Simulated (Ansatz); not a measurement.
Pressure coefficients of RbCl

```xyz
2
Lattice="0.0000 3.2740 3.2740 3.2740 0.0000 3.2740 3.2740 3.2740 0.0000" Properties=species:S:1:pos:R:3 pbc="T T T"
Rb    0.0000    0.0000    0.0000
Cl    3.2740    3.2740    3.2740
```

The cell is COD entry 8103714, as deposited and not checked against the literature; nothing was relaxed. It differs from other determinations.

These are results of DFT, PBE, all-electron LAPW, scalar-relativistic (Ansatz 0.2.0), not measurements.

The runs use a Γ-centred 7×7×7 k mesh, Fermi–Dirac smearing of 0.02 eV, basis error target 1 meV/atom, no spin polarisation.

The cell is scaled evenly with fractional coordinates held. Semilocal gaps are too small, but their slopes carry over better.

```json
{"V/V(cell)": "0.9750", "P (GPa)": "1.68", "gap on the k mesh (eV)": "5.134"}
{"V/V(cell)": "1.0000", "P (GPa)": "1.15", "gap on the k mesh (eV)": "5.050"}
{"V/V(cell)": "1.0250", "P (GPa)": "0.69", "gap on the k mesh (eV)": "4.970"}
{"V/V(cell)": "1.0500", "P (GPa)": "0.29", "gap on the k mesh (eV)": "4.894"}
```

Q: From the rows at 0.9750 and 1.0250, what is the bulk modulus at the cell's volume?

A: B = −ΔP/Δln V = −[(0.69) − (1.68)]/0.05001 = 19.8 GPa. This is the modulus at 1.15 GPa, not at zero pressure.

Q: What are the gap's volume deformation potential and pressure coefficient?

A: dEg/dln V = (4.970 − 5.134)/0.05001 = -3.28 eV, and dEg/dP = −(dEg/dln V)/B = 166 meV/GPa: pressure widens the gap.

Q: Predict the row at V/V(cell) = 0.9500. How far is a linear estimate of P off?

A: P = 2.29 GPa, gap 5.222 eV. The linear estimate P(cell) − B ln(V/V(cell)) = 2.17 GPa misses by 0.12 GPa, since the modulus grows under compression.
